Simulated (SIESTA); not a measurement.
TiO2:

```
Ti O
1.0
     4.59984    0.00000    0.00000
     0.00000    4.59984    0.00000
     0.00000    0.00000    2.95921
Ti O
2 4
Direct
  0.00000 0.00000 0.50000
  0.50000 0.50000 0.00000
  0.30432 0.30432 0.50000
  0.19568 0.80432 0.00000
  0.80432 0.19568 0.00000
  0.69568 0.69568 0.50000
```

The cell is a database's computed one.

Base run:

| Quantity | Value |
| --- | --- |
| Program | SIESTA 5.4.2 |
| Functional | PBE |
| Potentials or basis | PseudoDojo 0.4 standard (PBE files) |
| Basis | DZ (energy shift 0.003 Ry; two zetas on semicore shells) |
| Grid cutoff | 800 Ry |
| Energy shift | 0.003 Ry |
| k mesh | 6 × 6 × 9 |
| Occupations | fermi-dirac, width 0.05 eV |
| Spin | no spin polarisation |

Its results: band gap on the k mesh 1.74 eV, direct; pressure 7.0 GPa; largest force 0.129 eV/Å.

Question: The run is repeated on the same cell with these changes: basis from DZ (energy shift 0.003 Ry; two zetas on semicore shells) to SZ (energy shift 0.003 Ry). What comes out?

Answer: Band gap on the k mesh 1.35 eV, direct; pressure -0.1 GPa; largest force 0.114 eV/Å.

Caveats: the basis has no polarisation orbitals; the basis of atomic orbitals isn't converged, which shifts pressures, moduli and gaps.

Not every run made on this cell is shown here.
